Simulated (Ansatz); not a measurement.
# GaAs: one crystal by all-electron and frozen-core methods, part 2 of 2

The same cell of GaAs is computed with full-potential LAPW, frozen-core PAW and all-electron PAW on datasets made for the crystal, to set the results side by side.

Ansatz 0.2.0; DFT PBE; a database cell (COD). «Crystal datasets» are all-electron PAW datasets made for this crystal. Earlier steps stand in the parts before.

**3. Frozen-core PAW**

input.yaml reads:

```yaml
crystal:
  lattice:
    - [0.0, 2.82685, 2.82685]
    - [2.82685, 0.0, 2.82685]
    - [2.82685, 2.82685, 0.0]
  atoms:
    - { symbol: Ga, position: [0.0, 0.0, 0.0] }
    - { symbol: As, position: [0.75, 0.75, 0.75] }
kpoints:
  mp_grid: { grid: [11, 11, 11] }
  band_path:
    path:
      - [0.0, 0.0, 0.0]
      - [-0.5, -0.5, 0.0]
      - [-0.375, -0.375, 0.25]
      - [-0.375, 0.0, 0.375]
      - [0.0, 0.0, 0.0]
      - [0.0, 0.0, 0.5]
      - [-0.5, -0.25, 0.25]
      - [-0.5, -0.5, 0.0]
    npoints: 14
scf:
  occupations: { method: fermi_dirac, width: 0.05 }
hamiltonian:
  xc: pbe
  pseudopotentials: { kind: paw }
output:
  forces: true
  stress: true
  eigenvalues: true
  efg: { contact_densities: true }
  populations: true
  bader: true
  dos: { projected: true, de: 0.2, e_range: [-14, 8] }
  write_density: true
  write_potential: true
  elf: true
  volumetric_format: npy
```

Launch:

```bash
$ ansatz run input.yaml --threads 1 --pin off --max-ram 3072MiB --backend cpu --events-out ev --progress --plain --runs-dir out
```

What it wrote:

```text
Engine: ansatz 0.2.0
Pseudopotentials: kind: paw
Pseudopotential: Ga, paw, valence charge 13, recommended cutoff 420 eV (normal)
Pseudopotential: As, paw, valence charge 15, recommended cutoff 420 eV (normal)
Functional definition: PBE
  parameter kappa = 0.804
  parameter beta = 0.06672455060314922
  exchange = pbe_x(kappa = kappa, mu = beta*pi^2/3)
  correlation = pbe_c(beta = beta)
Crystal: 2 atoms, lattice volume = 45.179 Å³
Basis set: ecut = 420 eV, 893 PW (Γ), exchange–correlation on 54×54×54 points (8 copies of the dense FFT grid, shifted against one another)
Bands: 18, of which v1, the nominal top of the filled ones, is band 14 counted from 1 (13 counted from 0)
Symmetry: 24 space group operations
Space group: F-43m (ITA 216), of the structure as read, at distance tolerance 3.6e-5 Å
k-points: 56 of 1331 (time reversal used)
Non-local potential: Ga, projectors of the file, l = 0: 2, l = 1: 2, l = 2: 3, l = 3: 1
Non-local potential: As, projectors of the file, l = 0: 2, l = 1: 2, l = 2: 3, l = 3: 1
PAW form: soft (Blöchl's): semilocal exchange-correlation on the pseudo side does not see the compensation charge
PAW one-centre angular grid: Ga, 590 points (default); XC on 64 Gauss nodes
PAW one-centre angular grid: As, 590 points (default); XC on 64 Gauss nodes
Initial density: superposition of atomic densities (neutral atoms: chi_scale 0, normalization atom), corrected by the library's trained network
Initial wavefunctions: pseudopotential atomic-orbital guess
Functional: x = pbe(κ = 0.804, μ = 0.2195149727645171), c = pbe(β = 0.06672455060314922)
SCF iter   1: F=—  HF=-8639.839565 eV  |F-HF|=—  |Δ(HF+E_count)|=         —  Δρ=1.85e-3  dr2=2.66e-3  ethr=1.77e-3  ⟨swp⟩=5.9  Hψ=4850  notcnv=0
preconditioner: auto → none  [insulator: Δε(μ)=0.507 eV  Ē_g=15.489 eV  σ=0.050 eV  W_gap=0.98  n_scr=14 (ndim 8)  ℏωp=23.4 eV  f_vac=0.086  D(μ)=0.00/eV (n_scr^D=0)  ε∞_Penn≈3.3]
SCF iter   2: F=—  HF=-8639.838451 eV  |F-HF|=—  |Δ(HF+E_count)|=   1.11e-3  Δρ=9.24e-4  dr2=3.45e-4  ethr=9.49e-6  ⟨swp⟩=2.0  Hψ=2044  notcnv=0
SCF iter   3: F=—  HF=-8639.838359 eV  |F-HF|=—  |Δ(HF+E_count)|=   9.12e-5  Δρ=2.83e-4  dr2=4.33e-5  ethr=1.23e-6  ⟨swp⟩=2.0  Hψ=1512  notcnv=0
SCF iter   4: F=—  HF=-8639.838376 eV  |F-HF|=—  |Δ(HF+E_count)|=   1.67e-5  Δρ=1.45e-4  dr2=1.31e-5  ethr=1.55e-7  ⟨swp⟩=2.0  Hψ=1445  notcnv=0
SCF iter   5: F=—  HF=-8639.838383 eV  |F-HF|=—  |Δ(HF+E_count)|=   7.20e-6  Δρ=4.12e-5  dr2=8.40e-7  ethr=4.67e-8  ⟨swp⟩=2.0  Hψ=1232  notcnv=0
SCF iter   6: F=-8639.838384 eV  HF=-8639.838384 eV  |F-HF|=6.11e-10  |Δ(HF+E_count)|=   5.77e-7  Δρ=5.78e-6  dr2=2.48e-8  ethr=3.57e-10  ⟨swp⟩=6.0  Hψ=6405  notcnv=0
SCF 1 converged in 6 iterations: F = -8639.838384 eV  dr2 = 2.48e-8
NSCF: frozen V_eff on 99 k-points
SCF converged after 6 iterations
Free energy (F): -8639.838384 eV
Harris-Foulkes:  -8639.838384 eV  (|F-HF|=6.11e-10)
Internal energy: -8639.838371 eV  (E = F + TS)
E sigma→0 (E₀):  -8639.838378 eV
Entropy (-TS):   -0.000013 eV (-0.006 meV/atom)
Fermi energy:    8.480072 eV
--- Per-component energies (eV) ---
  E_band       = -311.991409
  E_kinetic    = 219.476366
  E_local      = -3915.424040  (includes V_loc(G=0)·N_el)
  E_nonlocal   = -245.811346
  E_hartree    = 1973.381181
  E_xc         = -148.512578
  E_vxc        = -137.548575  (∫ρ·V_xc dr)
  E_paw        = -3824.220029  (= ΣΔE_a)
  E_vpaw       = -179.449784  (= ΣTr[D̂ρ^β])
  E_aug_tail   = -0.000138  (compensation charges beyond the density's cutoff)
  E_ewald      = -2698.727786
  E_smearing   = -0.000013  (= −TS)
  E_closure    = 0.000000  (closes the sum)
  Σ components = -8639.838384   (vs F -8639.838384, Δ=0.00e0)
--- Forces (eV/Å), atoms counted from 1 ---
  atom   1  Ga    -0.00000000     0.00000000     0.00000000
  atom   2  As     0.00000000     0.00000000     0.00000000
  max |Σ_I F_I| component: 2.41e-16 eV/Å
--- Stress (GPa, compression-positive) ---
        3.291031      -0.000000      -0.000000
       -0.000000       3.291031       0.000000
       -0.000000       0.000000       3.291031
  P = ⅓ Tr σ = 3.2910 GPa (32.910 kbar)
--- PAW observables at the nuclei: V_zz in 10²¹ V/m², potentials from the cell's mean, atoms counted from 1 ---
  atom   1  Ga V_zz =    +0.000000   η = 0.0000   by run symmetry: forbidden
            electrostatic potential = -4130.779487 V   contact ρ = 187418.955189 e/Å³
  atom   2  As V_zz =    -0.000000   η = 0.0000   by run symmetry: forbidden
            electrostatic potential = -4514.540932 V   contact ρ = 235493.091776 e/Å³
--- Band table (eV; the first three rows and the last of 56) ---
  k-point 0: bands = ["-26.9547", "-26.9547", "-26.9547", "-26.9449", "-26.9449", "-6.5976", "-6.5976", "-6.5976", "-6.5186", "-6.5186", "-4.5453", "8.1821", "8.1821", "8.1821", "8.6983", "11.9229", "11.9229", "11.9229"]
  k-point 1: bands = ["-26.9546", "-26.9546", "-26.9546", "-26.9449", "-26.9449", "-6.6052", "-6.5956", "-6.5956", "-6.5188", "-6.5188", "-4.4479", "6.8348", "8.0491", "8.0491", "9.5988", "12.1182", "12.1208", "12.1208"]
  k-point 2: bands = ["-26.9546", "-26.9544", "-26.9544", "-26.9448", "-26.9448", "-6.6244", "-6.5907", "-6.5907", "-6.5188", "-6.5188", "-4.1660", "5.2052", "7.7477", "7.7477", "9.8017", "12.5394", "12.5394", "13.0782"]
  k-point 55: bands = ["-26.9544", "-26.9539", "-26.9529", "-26.9450", "-26.9443", "-6.6976", "-6.5660", "-6.5538", "-6.5293", "-6.5149", "-2.0251", "1.5837", "4.4829", "5.1421", "12.0448", "13.2048", "13.8974", "14.5699"]
--- Löwdin populations: 2 sites ---
  site symbol       q [e]
     0     Ga     12.9475
     1     As     15.0113
  spilling = 0.001472 (of n_electrons = 28.000000)
--- Bader charges: 2 sites ---
  site symbol  charge [e]  shift [e]
     0     Ga      0.6834     0.0006
     1     As     -0.6834     0.0006
  estimated error of the sums over rays = 4.2e-4 e
```

Run time: 31 s. Hardware: 1 thread of Intel Xeon 6975P-C (Granite Rapids), shared host; peak memory 0.43 GiB.

Read from it: pressure 3.29 GPa; gap 0.52 eV, direct at Γ.

```csv
atom,Bader charge (e),basin volume (Å³)
Ga1,+0.68,17.05
As2,-0.68,28.13
```

The fields are shown in the conventional cell of this run's space group, carried over from its grid by interpolation.

Density in a lattice plane of the grid's cell (edges 5.65 and 5.65 Å, at 0.000 of the third edge), which holds Ga.

Ten even steps from ' ' (0.02 e/Å³) to '@' (52.28 e/Å³):
```
==::                                          ::
                                                
                                                
                                                
                                                
                                                
                                                
                                                
                      ::==::                    
                    ..++@@++..                  
                      ::==::                    
                                                
                                                
                                                
                                                
                                                
                                                
                                                
==::                                          ::
@@++..                                      ..++
```
Columns run along the first of these edges and rows up along the second, over one cell in 24 and 20 even steps from the bottom left corner. Atoms in the plane (fractional): Ga at (0.00, 0.00), Ga at (0.50, 0.50).

ELF in the same plane.

Ten even steps from '0' (0.01) to '9' (0.52):
```
002455531000000013555420
224567653100000135676542
445689875321012357898654
556899987542224578999865
456799999765456799999765
224578999865556899987542
012357898654445689875321
000135676542224567653100
000013555420002455531000
000012454310901345421000
000013555420002455531000
000135676542224567653100
012357898654445689875321
224578999865556899987542
456799999765456799999765
556899987542224578999865
445689875321012357898654
224567653100000135676542
002455531000000013555420
901345421000000012454310
```
Columns run along the first of these edges and rows up along the second, over one cell in 24 and 20 even steps from the bottom left corner. Atoms in the plane (fractional): Ga at (0.00, 0.00), Ga at (0.50, 0.50).

Both are smooth fields of the valence electrons: close to the nuclei they are not physical.

Outside the cores ELF peaks at 0.78 on the As–Ga line, 1.0 Å from As.

**4. All-electron PAW on datasets made for the crystal**

Changes to input.yaml since step 3:

```diff
@@ -20,3 +20,3 @@
       - [-0.5, -0.5, 0.0]
-    npoints: 14
+    npoints: 8
 scf:
@@ -25,3 +25,3 @@
   xc: pbe
-  pseudopotentials: { kind: paw }
+  pseudopotentials: { kind: all_electron, datasets: crystal }
 output:
@@ -31,8 +31 @@
   efg: { contact_densities: true }
-  populations: true
-  bader: true
-  dos: { projected: true, de: 0.2, e_range: [-14, 8] }
-  write_density: true
-  write_potential: true
-  elf: true
-  volumetric_format: npy
```

Launch:

```bash
$ ansatz run input.yaml --threads 1 --pin off --max-ram 3072MiB --backend cpu --events-out ev --progress --plain --runs-dir out
```

What it wrote, shortened:

```text
[...]
Pseudopotentials: kind: all_electron
Pseudopotential: Ga, paw, valence charge 13, recommended cutoff 220 eV (normal), Koelling and Harmon's equation, gaussian nucleus
Pseudopotential: As, paw, valence charge 15, recommended cutoff 220 eV (normal), Koelling and Harmon's equation, gaussian nucleus
Functional definition: PBE
[...]
Crystal: 2 atoms, lattice volume = 45.179 Å³
Basis set: ecut = 220 eV, 331 PW (Γ), exchange–correlation on 48×48×48 points (8 copies of the dense FFT grid, shifted against one another)
Bands: 13, of which v1, the nominal top of the filled ones, is band 9 counted from 1 (8 counted from 0)
Symmetry: 24 space group operations
Space group: F-43m (ITA 216), of the structure as read, at distance tolerance 3.6e-5 Å
k-points: 56 of 1331 (time reversal used)
[...]
  atom   1  Ga    -0.00000000    -0.00000000    -0.00000000
  atom   2  As     0.00000000    -0.00000000     0.00000000
[...]
--- Stress (GPa, compression-positive) ---
        3.293175      -0.000000       0.000000
       -0.000000       3.293175       0.000000
       -0.000000       0.000000       3.293175
  P = ⅓ Tr σ = 3.2932 GPa (32.932 kbar)
  It holds what live shells' own plane waves past their cutoff add
--- PAW observables at the nuclei: V_zz in 10²¹ V/m², potentials from the cell's mean, atoms counted from 1 ---
  atom   1  Ga V_zz =    -0.000000   η = 0.0000   by run symmetry: forbidden
            electrostatic potential = -4130.742668 V   contact ρ = 187488.657017 e/Å³
  atom   2  As V_zz =    -0.000000   η = 0.0000   by run symmetry: forbidden
            electrostatic potential = -4514.470121 V   contact ρ = 235564.413780 e/Å³
--- Band table (eV; the first three rows and the last of 56) ---
  k-point 0: bands = ["-5.4228", "-5.4228", "-5.4228", "-5.3443", "-5.3443", "-3.3745", "9.3515", "9.3515", "9.3515", "9.8730", "13.0938"]
[...]
```

It took 15 s on 1 thread of Intel Xeon 6975P-C (Granite Rapids), shared host; peak memory 0.53 GiB.

Read from it: pressure 3.29 GPa; gap 0.52 eV, direct at Γ.

```
atom  contact density (e/Å³)
 Ga1                187488.7
 As2                235564.4
```

**5. Side by side**

Highest filled and lowest empty level at the labelled points (eV from each run's valence-band top):

```csv
point,LAPW top,LAPW bottom,PAW top,PAW bottom,crystal datasets top,crystal datasets bottom
Γ,0.00,0.52,0.00,0.52,0.00,0.52
X,-2.67,1.47,-2.67,1.47,-2.67,1.47
U,-2.25,1.97,-2.25,1.97,-2.25,1.97
K,-2.25,1.97,-2.25,1.97,-2.25,1.97
Γ,0.00,0.52,0.00,0.52,0.00,0.52
L,-1.14,1.01,-1.14,1.00,-1.14,1.01
W,-3.34,4.63,-3.34,4.62,-3.34,4.63
X,-2.67,1.47,-2.67,1.47,-2.67,1.47
```

| method | pressure (GPa) | gap (eV) | SCF cycles, all passes |
| --- | --- | --- | --- |
| LAPW | 3.29 | 0.52 | 7 |
| PAW | 3.29 | 0.52 | 6 |
| crystal datasets | 3.29 | 0.52 | 8 |

**6. Summary of results**

This closing draws on all 2 parts.

| quantity | value |
| --- | --- |
| pressure | LAPW 3.29, PAW 3.29, crystal datasets 3.29 GPa |
| gap (LAPW) | 0.52 eV, direct at Γ |
| Bader charges (PAW) | Ga1 +0.68, As2 -0.68 e |
| highest ELF (PAW) | 0.78, 1.05 Å from As |

What this shows: The pressure of 3.3 GPa pushes the cell to expand, with the atoms held in place. A gap opens: 0.52 eV, direct at Γ. It is the Kohn-Sham gap of a semilocal functional, which mostly lies below the gap found in experiment. A measured gap of GaAs is 1.412 eV (direct; 300 K; “Evidence of valence band perturbations in GaAsN/GaAs(001): A combined variable-angle spectroscopic ellipsometry and modulated photoreflectance investigation”, 2008, arxiv:0805.2212); the calculated 0.52 eV misses it by -63.1 %. 3 values of this kind are on record (1.412 to 1.51 eV); this one was drawn at random among those near their median, those with a stated uncertainty first. Semilocal functionals fall short of gaps. The calculation has no temperature and no excitons, and leaves out spin-orbit coupling. As 4p states make 75 % of the projected weight in the top eV of the valence band. The projection holds only the free atom's occupied shells (Ga 4s, Ga 4p, As 4s, As 4p in this range). PAW lies less than 0.01 GPa from LAPW in pressure and less than 0.01 eV in the gap.
